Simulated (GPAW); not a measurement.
Crystal: SiC (Moissanite).

```
CELL_PARAMETERS angstrom
3.07600 0.00000 0.00000
-1.53800 2.66389 0.00000
0.00000 0.00000 5.04800
ATOMIC_POSITIONS crystal
Si 0.66667 0.33333 0.50000
Si 0.33333 0.66667 0.00000
C 0.66667 0.33333 0.88500
C 0.33333 0.66667 0.38500
```

```yaml
Program: GPAW 26.7.0
Task: single point
Functional: PBEsol
Potentials_or_basis: PAW data sets generated in the run's folder for this functional
Cutoff: 800 eV
Basis: pw
k_mesh: 10 × 10 × 5
Occupations: fermi-dirac, width 0.05 eV
Spin: no spin polarisation
```

On this cell: pressure 1.5 GPa; largest force 0.763 eV/Å; band gap on the k mesh 2.32 eV, indirect (least direct gap 3.96 eV).

The same run follows on a disturbed copy (atoms moved at random, drawn with an rms of 0.05 Å):

```
Si C
1.0
     3.07600    0.00000    0.00000
    -1.53800    2.66389    0.00000
     0.00000    0.00000    5.04800
Si C
2 2
Direct
  0.66176 0.32400 0.50824
  0.33440 0.66063 0.00133
  0.68683 0.33924 0.88747
  0.34214 0.66909 0.38002
```

Question: What does the disturbed cell give?

Answer: The energy moves by +8.7 meV/atom; pressure 1.5 GPa; largest force 1.513 eV/Å; band gap on the k mesh 2.19 eV, indirect (least direct gap 3.84 eV).

Forces on the atoms (eV/Å):
```
Si   0.492  0.634 -0.314
Si   0.877  0.677  0.949
C   -0.983 -0.726 -0.893
C   -0.387 -0.585  0.258
```

Stress tensor (GPa, compression positive):
```
 2.70  1.18  1.62
 1.18  2.00  1.56
 1.62  1.56 -0.06
```

Caveats: an odd mesh through Γ misses points on the zone boundary, where band edges often lie.
